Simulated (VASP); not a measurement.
The system is ZnS.

```xyz
2
Lattice="0.0000 2.7020 2.7020 2.7020 0.0000 2.7020 2.7020 2.7020 0.0000" Properties=species:S:1:pos:R:3 pbc="T T T"
Zn    1.3510    1.3510    1.3510
S     0.0000    0.0000    0.0000
```

- Program: VASP 6.6.1
- Task: relaxation of cell and atoms
- Functional: LDA
- Potentials or basis: VASP PAW LDA potentials, release 64 (Zn, S)
- Cutoff: 600 eV
- k mesh: 10 × 10 × 10
- Occupations: gaussian, width 0.03 eV
- Spin: no spin polarisation

At the start: pressure -4.3 GPa; volume 19.73 Å³/atom.

Question: Where does the relaxation end?

Answer: Over 5 steps the energy falls by 15.7 meV/atom and the volume is 18.63 Å³/atom (-5.5 %); space group F-43m (No. 216, to 0.05 Å).

The path:
```csv
step,energy change (eV),largest force (eV/Å),pressure (GPa),volume (Å³)
1,0.0000,0.0000,-4.27,39.45
2,-0.0275,0.0000,1.78,36.53
3,-0.0314,0.0000,-0.13,37.24
4,-0.0314,0.0000,0.12,37.19
5,-0.0314,0.0000,0.01,37.26
```

Final structure:
```
CELL_PARAMETERS angstrom
0.00000 2.65108 2.65108
2.65108 0.00000 2.65108
2.65108 2.65108 0.00000
ATOMIC_POSITIONS crystal
Zn 0.25000 0.25000 0.25000
S 0.00000 0.00000 0.00000
```
